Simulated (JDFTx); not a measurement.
Crystal: Hf.

```
CELL_PARAMETERS angstrom
-1.80500 1.80500 1.80500
1.80500 -1.80500 1.80500
1.80500 1.80500 -1.80500
ATOMIC_POSITIONS crystal
Hf 0.00000 0.00000 0.00000
```

This isn't the form of Hf at room conditions, which is hcp.

- Program: JDFTx 1.7.0 (patched build)
- Task: single point
- Functional: PBEsol
- Potentials or basis: PseudoDojo-SR-PBEsol-0.4.1-standard with smoothed tails
- Cutoff: 789 eV
- Density cutoff: 3157 eV
- k mesh: 10 × 10 × 10
- Occupations: fermi-dirac, width 0.05 eV
- Spin: no spin polarisation

On this cell: pressure -8.7 GPa; band gap on the k mesh none (metal or under the smearing width).

The same run follows on a disturbed copy (cell strained at random at fixed volume):

```xyz
1
Lattice="-1.7354 1.7881 1.8403 1.7684 -1.7611 1.8463 1.7818 1.8075 -1.8133" Properties=species:S:1:pos:R:3 pbc="T T T"
Hf   -0.0019   -0.0364   -0.0241
```

Q: What does the disturbed cell give?

A: The energy (extrapolated to zero smearing) moves by +1.7 meV/atom; pressure -8.6 GPa; band gap on the k mesh none (metal or under the smearing width).

Stress tensor (GPa, compression positive):
```
-9.44 -1.12 -0.90
-1.12 -8.77 -0.74
-0.90 -0.74 -7.69
```
